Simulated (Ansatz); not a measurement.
The system is B.

```
B
1.0
     1.88524    0.00000    0.00000
     0.00000    1.88524    0.00000
     0.00000    0.00000    1.88524
B
1
Direct
  0.50000 0.50000 0.50000
```

The cell was built by a generator and needn't be a form met in nature.

Program: Ansatz 0.2.0. Alike in all runs: task band structure; potentials or basis Ansatz PAW; no spin polarisation; cell as given; k mesh 14 × 14 × 14; smearing fermi-dirac 0.05 eV.

Q: Order these runs on this cell by their pressure, lowest first.
A. level LDA; cutoff (eV) 420
B. level r2SCAN; cutoff (eV) 500
C. level PBEsol; cutoff (eV) 420
D. level BLYP; cutoff (eV) 420
E. level RPBE; cutoff (eV) 420

A: A (-7.4 GPa), C (-2.6 GPa), B (0.5 GPa), E (4.0 GPa), D (8.0 GPa).

Caveats: the PAW data sets come from PBE, with cores solved anew for the run's functional, which leaves a small shift of forces and pressure.

Runs at the PBE level aren't shown here.
